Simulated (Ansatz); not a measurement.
All numbers below come from Ansatz, DFT PBE, scalar-relativistic, plane waves, PAW. All cells share a 420 eV cutoff and Γ-centred k meshes spaced at most about 0.3 Å⁻¹ (about 0.25 or finer for metals, 2π included). No spin polarisation.

These are static total energies at zero pressure.

Task: Order these relaxed structures of LiH by energy, lowest first, with the energy over the lowest of them.
1.

Space group Pm-3m (No. 221). a = 2.507 Å, b = 2.507 Å, c = 2.507 Å, α = 90.00°, β = 90.00°, γ = 90.00°
```csv
atom,site,symmetry,x,y,z
Li,1b,m-3m,0.5000,0.5000,0.5000
H,1a,m-3m,0.0000,0.0000,0.0000
```

2.

Space group P4/mmm (No. 123). a = 2.691 Å, b = 2.691 Å, c = 4.360 Å, α = 90.00°, β = 90.00°, γ = 90.00°
```csv
atom,site,symmetry,x,y,z
Li,1a,4/mmm,0.0000,0.0000,0.0000
H,1c,4/mmm,0.5000,0.5000,0.0000
```

3.

Space group P6_3/mmc (No. 194). a = 2.780 Å, b = 2.780 Å, c = 4.885 Å, α = 90.00°, β = 90.00°, γ = 120.00°
```json
{"atom": "Li", "site": "2a", "symmetry": "-3m.", "x": "0.0000", "y": "0.0000", "z": "0.0000"}
{"atom": "H", "site": "2d", "symmetry": "-6m2", "x": "0.6667", "y": "0.3333", "z": "0.2500"}
```

4.

Space group P4_2/mmc (No. 131). a = 2.834 Å, b = 2.834 Å, c = 5.136 Å, α = 90.00°, β = 90.00°, γ = 90.00°
```
atom  site  symmetry       x       y       z
  Li    2d      mmm. 0.0000  0.5000  0.5000
   H    2f      -4m2  0.5000  0.5000  0.2500
```

Result: 3 (0 meV/atom), 2 (123 meV/atom), 4 (150 meV/atom), 1 (181 meV/atom). Forms: cell 3 nickel arsenide type, P6_3/mmc; cell 2 P4/mmm; cell 4 P4_2/mmc; cell 1 caesium chloride type, Pm-3m. Counting H atoms around Li (those within 1.25 times the shortest such distance or 1.15 times the sum of covalent radii): cell 3 has Li 6; cell 2 has Li 4; cell 4 has Li 4; cell 1 has Li 8. Origin: cell 1, cell 2 and cell 4, invented; cell 3, invented, then shaken at random and relaxed again. Shaken at random and relaxed again, cell 1 falls into cell 3, 181 meV/atom lower, so it is a saddle point or a shallow minimum. The lowest form computed isn't among them: it has the rock salt type, space group Fm-3m (No. 225), 8.0 Å³/atom, is reached from a cell as deposited in COD and lies 53 meV/atom below the best shown.

For metals, differences of a few meV/atom aren't resolved. No dispersion correction is applied, so the spacing and binding between layers, chains or molecules are poorly described (P4/mmm), and this can change margins and order among such cells. With hydrogen, zero-point motion can shift such differences by 10 meV/atom or more. Cells without such a test can be saddle points. Some types were kept out of the candidates beforehand, so the set may lack a known form.
